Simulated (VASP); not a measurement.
Runs of VASP 6.6.1 on Pt. It takes space group Fm-3m (No. 225, cubic). The conventional cell has a = 3.922 Å, b = 3.922 Å, c = 3.922 Å, α = 90.00°, β = 90.00°, γ = 90.00°. Pt (site symmetry m-3m) has 12 Pt at 2.77 Å as nearest neighbours. 

| level | gap on the mesh (eV) | pressure (GPa) | relaxed volume (Å³/atom) |
| --- | --- | --- | --- |
| optPBE-vdW | none | 0.0 | (b) |
| optB88-vdW | none | -0.1 | 15.77 |
| vdW-DF-cx | none | 0.0 | 15.19 |
| BEEF-vdW | none | 0.0 | 15.93 |
| optB86b-vdW | none | 0.0 | (a) |

Alike in all rows: task relaxation of cell and atoms; potentials or basis VASP PAW PBE potentials, release 64 (Pt); no spin polarisation; cell relaxed; k mesh 12 × 12 × 12; cutoff (eV) 600; smearing fermi-dirac 0.05 eV.

Problem. Estimate the missing entries.

Solution. (a) 15.41; (b) 15.89.

Caveats: the PAW data sets were made with another functional, which shifts forces and pressure a little.

A k mesh can miss the band edges, and the runs leave out spin-orbit coupling on Pt.

A gap of «none» marks a metal or a gap under the smearing width.
